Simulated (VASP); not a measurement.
Set up this calculation in VASP 6.6.1, as the native input.

```yaml
Task: band structure
Functional: PBE
Potentials_or_basis: VASP PAW PBE potentials, release 64 (Cd, O)
Cutoff: 520 eV
k_mesh: 16 × 16 × 16
Occupations: gaussian, width 0.1 eV
Spin: no spin polarisation
Further_INCAR_settings: ALGO = Normal; EDIFF = 1e-06; NBANDS = 16
```

The structure of CdO lies in POSCAR:

```
CdO
1.0
    0.0000000000      2.3838380000      2.3838380000
    2.3838380000      0.0000000000      2.3838380000
    2.3838380000      2.3838380000      0.0000000000
Cd O
1 1
Direct
    0.0000000000      0.0000000000      0.0000000000
    0.5000000000      0.5000000000      0.5000000000
```

One way to write it, as run:

INCAR

```
  ALGO = Normal
  EDIFF = 1E-6
  ENCUT = 520
  GGA = PE
  ISIF = 2
  ISMEAR = 0
  LASPH = True
  LCHARG = False
  LREAL = False
  LWAVE = False
  NBANDS = 16
  NELM = 60
  PREC = Accurate
  SIGMA = 0.1
```

KPOINTS

```
k-points
0
Gamma
  16 16 16
```

KPOINTS_OPT

```
path GXWKGLUWLK,UX
20
line-mode
reciprocal
 0.0000000000  0.0000000000  0.0000000000  G
 0.5000000000  0.0000000000  0.5000000000  X

 0.5000000000  0.0000000000  0.5000000000  X
 0.5000000000  0.2500000000  0.7500000000  W

 0.5000000000  0.2500000000  0.7500000000  W
 0.3750000000  0.3750000000  0.7500000000  K

 0.3750000000  0.3750000000  0.7500000000  K
 0.0000000000  0.0000000000  0.0000000000  G

 0.0000000000  0.0000000000  0.0000000000  G
 0.5000000000  0.5000000000  0.5000000000  L

 0.5000000000  0.5000000000  0.5000000000  L
 0.6250000000  0.2500000000  0.6250000000  U

 0.6250000000  0.2500000000  0.6250000000  U
 0.5000000000  0.2500000000  0.7500000000  W

 0.5000000000  0.2500000000  0.7500000000  W
 0.5000000000  0.5000000000  0.5000000000  L

 0.5000000000  0.5000000000  0.5000000000  L
 0.3750000000  0.3750000000  0.7500000000  K

 0.6250000000  0.2500000000  0.6250000000  U
 0.5000000000  0.0000000000  0.5000000000  X
```

Potentials or basis: VASP PAW PBE potentials, release 64 (Cd, O).

Run with:

```sh
$ cat potpaw_PBE.64/Cd/POTCAR potpaw_PBE.64/O/POTCAR > POTCAR
$ mpirun -np 1 vasp_std > vasp.out
```

It gave:

* Pressure: 1.2 GPa
* Band gap along the path: none (metal or under the smearing width)

Caveat: this crystal is a semiconductor, whose small gap the functional closes, so the metal is an error of the method.

Run time: 56 s on 1 thread of Intel(R) Xeon(R) Platinum 8559C (Emerald Rapids), with other jobs on the host, peak memory 0.23 GiB.
